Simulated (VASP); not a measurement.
# NaF (Villiaumite): relaxation of the atoms with PBE+D3(BJ)

NaF (Villiaumite):

```
CELL_PARAMETERS angstrom
0.00000 2.28078 2.28078
2.28078 0.00000 2.28078
2.28078 2.28078 0.00000
ATOMIC_POSITIONS crystal
Na 0.00000 0.00000 0.00000
F 0.50000 0.50000 0.50000
```

The cell isn't the ideal one: a relaxed cell with its volume scaled by 0.96.

- Program: VASP 6.6.1
- Task: relaxation of the atoms
- Functional: PBE
- Dispersion: D3(BJ)
- Potentials or basis: VASP PAW PBE potentials, release 64 (Na_pv, F)
- Cutoff: 600 eV
- k mesh: 10 × 10 × 10
- Occupations: gaussian, width 0.03 eV
- Spin: no spin polarisation
- Further INCAR settings: ALGO = Normal; EDIFF = 1e-07; IBRION = 2; EDIFFG = -0.01; NSW = 40

```json
{"Pressure after relaxing": "2.2 GPa", "Band gap on the k mesh": "6.56 eV, direct", "Dispersion energy per atom": "-0.182 eV"}
```

Final structure:
```
CELL_PARAMETERS angstrom
0.00000 2.28078 2.28078
2.28078 0.00000 2.28078
2.28078 2.28078 0.00000
ATOMIC_POSITIONS crystal
Na 0.00000 0.00000 0.00000
F 0.50000 0.50000 0.50000
```

Levels at points of the mesh, in eV from the valence-band top:
```
           k point  band 3  band 4  band 5  band 6  band 7  band 8  band 9  band 10  band 11
(0.00, 0.00, 0.00)  -18.81  -18.81    0.00    0.00    0.00    6.56   19.32    19.32    19.32
(0.50, 0.00, 0.00)  -18.82  -18.05   -1.69   -0.28   -0.28   11.08   12.88    20.63    20.63
(0.50, 0.50, 0.00)  -18.87  -18.87   -1.34   -0.43   -0.43   13.47   13.55    14.08    20.39
```

It took 10 s on 1 thread of Intel(R) Xeon(R) 6975P-C (Granite Rapids), on a shared host, peak memory 0.16 GiB.

Caveat: the relaxation stopped at its first step, so nothing moved. A k mesh can miss the band edges.
